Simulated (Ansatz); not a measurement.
## Ga (diamond): energy against volume

Method: DFT, PBE, plane waves (420 eV) with PAW, scalar-relativistic in Ansatz 0.2.0.

The cell is scaled uniformly from the relaxed one, with fractional coordinates and shape fixed. Energies are extrapolated to zero smearing, pressures are those at the given smearing. Magnetic state: spin not included.

A Birch-Murnaghan fit gives V₀ = 25.40 Å³/atom, B₀ = 35 GPa, B₀′ = 5.0.

Task: What are the energy above the minimum and the pressure at 22.376 Å³/atom?

Result: 51.0 meV/atom and 6.22 GPa as computed.

Task: What are the energy above the minimum and the pressure at 23.394 Å³/atom?

Result: 20.5 meV/atom and 3.64 GPa as computed.

Task: What are the energy above the minimum and the pressure at 28.479 Å³/atom?

Result: 32.5 meV/atom and -2.97 GPa as computed.
